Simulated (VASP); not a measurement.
VASP 6.6.1 run: PbO

INCAR

```
NBANDS = 17
LWAVE = .FALSE.
LCHARG = .FALSE.
NELM = 120
SIGMA = 0.02
LASPH = .TRUE.
IBRION = -1
NSW = 0
ENCUT = 520
METAGGA = RSCAN
EDIFF = 1E-7
LREAL = .FALSE.
ISIF = 2
ISMEAR = -1
PREC = Low
```

KPOINTS

```
KPOINTS created by Atomic Simulation Environment
0
Gamma
8 8 8
0 0 0
```

POSCAR

```
Pb O
 1.0000000000000000
     3.2385079609999998    0.0000000000000000    0.0000000000000000
     0.0000000000000000    3.2385079609999998    0.0000000000000000
     0.0000000000000000    0.0000000000000000    3.2385079609999998
 Pb  O
   1   1
Cartesian
  0.0000000000000000  0.0000000000000000  0.0000000000000000
  1.6192539804999999  1.6192539804999999  1.6192539804999999
```

The recommended PBE PAW datasets give the neutral cell 20 valence electrons.

Command

```
mpirun -np 1 vasp_std
```

OSZICAR

```
N       E                     dE             d eps       ncg     rms          rms(c)
DAV:   1     0.705274424082E+02    0.70527E+02   -0.10682E+04  1214   0.147E+03
DAV:   2    -0.103297621603E+03   -0.17383E+03   -0.16617E+03  1280   0.358E+02
DAV:   3    -0.115424365897E+03   -0.12127E+02   -0.12050E+02  1442   0.103E+02
DAV:   4    -0.115662945703E+03   -0.23858E+00   -0.23843E+00  1516   0.147E+01
DAV:   5    -0.115670548935E+03   -0.76032E-02   -0.76027E-02  1630   0.256E+00    0.800E+00
DAV:   6    -0.108030696168E+03    0.76399E+01   -0.99626E+00  1592   0.384E+01    0.371E+00
DAV:   7    -0.108052927303E+03   -0.22231E-01   -0.93714E-01  1328   0.980E+00    0.159E+00
DAV:   8    -0.108061249577E+03   -0.83223E-02   -0.35108E-01  1329   0.701E+00    0.109E+00
DAV:   9    -0.108041966829E+03    0.19283E-01   -0.35101E-02  1474   0.253E+00    0.243E-01
DAV:  10    -0.108042243964E+03   -0.27713E-03   -0.43905E-03  1575   0.978E-01    0.164E-01
DAV:  11    -0.108042043389E+03    0.20057E-03   -0.12043E-03  1489   0.544E-01    0.202E-02
DAV:  12    -0.108042034888E+03    0.85012E-05   -0.37248E-05  1580   0.535E-02    0.417E-03
DAV:  13    -0.108042035170E+03   -0.28178E-06   -0.23789E-06  1528   0.141E-02    0.261E-03
DAV:  14    -0.108042033961E+03    0.12084E-05   -0.50757E-07  1360   0.535E-03    0.797E-04
DAV:  15    -0.108042033635E+03    0.32665E-06   -0.34202E-08   723   0.159E-03    0.209E-04
DAV:  16    -0.108042033644E+03   -0.95552E-08   -0.65001E-09   673   0.698E-04
   1 F= -.10804203E+03 E0= -.10804203E+03  d E =-.783636E-06
```

From OUTCAR

```
k-points           NKPTS =     35   k-points in BZ     NKDIM =     35   number of bands    NBANDS=     17

   NELECT =      20.0000    total number of electrons

   dimension x,y,z NGX =    18 NGY =   18 NGZ =   18
   dimension x,y,z NGXF=    20 NGYF=   20 NGZF=   20

  energy-cutoff  :      520.00
  volume of cell :       33.97
      direct lattice vectors                 reciprocal lattice vectors
     3.238507961  0.000000000  0.000000000     0.308784172  0.000000000  0.000000000
     0.000000000  3.238507961  0.000000000     0.000000000  0.308784172  0.000000000
     0.000000000  0.000000000  3.238507961     0.000000000  0.000000000  0.308784172

 k-points in reciprocal lattice and weights: KPOINTS created by Atomic Simulation Env
   0.00000000  0.00000000  0.00000000       0.002
   0.12500000  0.00000000  0.00000000       0.012
   0.25000000  0.00000000  0.00000000       0.012
   0.37500000  0.00000000  0.00000000       0.012
   0.50000000  0.00000000  0.00000000       0.006
   0.12500000  0.12500000  0.00000000       0.023
   0.25000000  0.12500000  0.00000000       0.047
   0.37500000  0.12500000  0.00000000       0.047
   ...

 E-fermi :   6.3945

 k-point     1 :       0.0000    0.0000    0.0000
  band No.  band energies     occupation
      1     -11.5385      2.00000
      2     -11.2052      2.00000
      3     -11.2052      2.00000
      4     -10.5935      2.00000
      5     -10.5935      2.00000
      6     -10.5935      2.00000
      7      -2.2037      2.00000
      8       4.6335      2.00000
      9       4.6335      2.00000
     10       4.6335      2.00000
     11      15.0141      0.00000
     12      15.0141      0.00000
     13      15.0141      0.00000
     14      16.5637      0.00000
     15      16.5637      0.00000
     16      23.6125      0.00000
     17      25.8895      0.00000

 k-point     2 :       0.1250    0.0000    0.0000
  band No.  band energies     occupation
      1     -11.4597      2.00000
      2     -11.2011      2.00000
      3     -11.1433      2.00000
      4     -10.6171      2.00000
      5     -10.6171      2.00000
      6     -10.5915      2.00000
      7      -2.2808      2.00000
      8       4.6545      2.00000
      9       4.7360      2.00000
     10       4.7360      2.00000
     11      12.9688      0.00000
     12      14.9368      0.00000
     13      14.9368      0.00000
     14      16.6920      0.00000
     15      18.2583      0.00000
     16      24.4913      0.00000
     17      24.5920      0.00000

 k-point     3 :       0.2500    0.0000    0.0000
  band No.  band energies     occupation
      1     -11.2633      2.00000
      2     -11.1911      2.00000
      3     -10.9924      2.00000
      4     -10.6737      2.00000
      5     -10.6737      2.00000
      6     -10.5867      2.00000
      7      -2.4688      2.00000
      8       4.8144      2.00000
      9       4.9927      2.00000
     10       4.9927      2.00000
     11      10.3461      0.00000
     12      14.7076      0.00000
     13      14.7076      0.00000
     14      17.0758      0.00000
     15      20.2111      0.00000
     16      22.4517      0.00000
     17      25.0786      0.00000

 ...

  Total       -1.1244413     -1.1244413     -1.1244413     -0.0000000      0.0000000      0.0000000
  in kB      -53.0410925    -53.0410925    -53.0410925     -0.0000000      0.0000000      0.0000000
  external PRESSURE =     -53.0410925 kB  Pullay stress =       0.0000000 kB

 POSITION                                       TOTAL-FORCE (eV/Angst)
 -----------------------------------------------------------------------------------
      0.00000      0.00000      0.00000         0.000000      0.000000      0.000000
      1.61925      1.61925      1.61925         0.000000      0.000000      0.000000
 -----------------------------------------------------------------------------------
    total drift:                                0.000000      0.000000      0.000000

  FREE ENERGIE OF THE ION-ELECTRON SYSTEM (eV)
  ---------------------------------------------------
  free  energy   TOTEN  =      -108.0420336442 eV

  energy  without entropy=     -108.0420328606  energy(sigma->0) =     -108.04203325
```

It converged. Results: gap between bands v and c on the k mesh 0.38 eV; least direct gap on the k mesh 0.39 eV; pressure -5.3 GPa. Band v is the last that the valence electrons fill when counted band by band, and c is the next.

For comparison, a separate PBE run of the intended cell, on usual settings and not on those above, gives a gap of 0.37 eV on its mesh and a pressure of -2.0 GPa.

The run above took about 17 s on one core of a shared host (Intel Xeon 6975P-C) and held 0.12 GiB at most.
